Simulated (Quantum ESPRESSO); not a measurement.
**LiCl and the effect of the choice of potentials or basis**

The cell as given:

Space group Fm-3m (No. 225). a = 5.130 Å, b = 5.130 Å, c = 5.130 Å, α = 90.00°, β = 90.00°, γ = 90.00°
```json
{"atom": "Cl", "site": "4b", "symmetry": "m-3m", "x": "0.5000", "y": "0.0000", "z": "0.0000"}
{"atom": "Li", "site": "4a", "symmetry": "m-3m", "x": "0.0000", "y": "0.0000", "z": "0.0000"}
```

Kept alike: task relaxation of cell and atoms; functional PBEsol; k mesh 9 × 9 × 9; occupations fermi-dirac, width 0.05 eV; no spin polarisation. Program: Quantum ESPRESSO. Cutoffs run from 612 to 1306 eV. The mesh is that of the run's cell of 2 atoms. No spin-orbit coupling.

```csv
choice of potentials or basis,volume (Å³/atom)
GBRV 1.5 PBEsol,16.217
PseudoDojo 0.4 SR PBEsol stringent,16.217
PseudoDojo 0.4.1 SR PBEsol standard,16.222
```

The relaxations keep at least the cell's symmetry (Fm-3m). Relaxations stop with a little pressure left, so the last digits of a volume or edge aren't settled.

Problem. What does the choice of potentials or basis change here?

Solution. The volume runs from 16.217 (GBRV 1.5 PBEsol; PseudoDojo 0.4 SR PBEsol stringent) to 16.222 Å³/atom (PseudoDojo 0.4.1 SR PBEsol standard). Measured: 16.97 Å³/atom at 298.15 K (a printed reference work); nearest GBRV 1.5 PBEsol; PseudoDojo 0.4 SR PBEsol stringent; PseudoDojo 0.4.1 SR PBEsol standard, 0.75 Å³/atom off. The runs are for a static lattice.
